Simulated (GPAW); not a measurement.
Crystal: GaAs.

```xyz
2
Lattice="0.0000 2.8268 2.8268 2.8268 0.0000 2.8268 2.8268 2.8268 0.0000" Properties=species:S:1:pos:R:3 pbc="T T T"
As    4.2403    4.2403    4.2403
Ga    0.0000    0.0000    0.0000
```

Base run:

- Program: GPAW 26.7.0
- Functional: LDA
- Potentials or basis: the program's PAW data sets (release 1.2.1) made for this functional
- Cutoff: 450 eV
- Basis: pw
- k mesh: 7 × 7 × 7
- Occupations: fermi-dirac, width 0.05 eV
- Spin: no spin polarisation

Its results: band gap on the k mesh 0.36 eV, direct.

**Question.** The run is repeated on the same cell with these changes: functional from LDA to GLLB-SC; cutoff from 450 eV to 500 eV. What comes out?

**Answer.** Band gap on the k mesh, kohn-sham part alone 0.80 eV, direct.

Caveats: an odd mesh through Γ misses points on the zone boundary, where band edges often lie; a model potential gives levels but no total energy (some runs).

Not every run made on this cell is shown here.
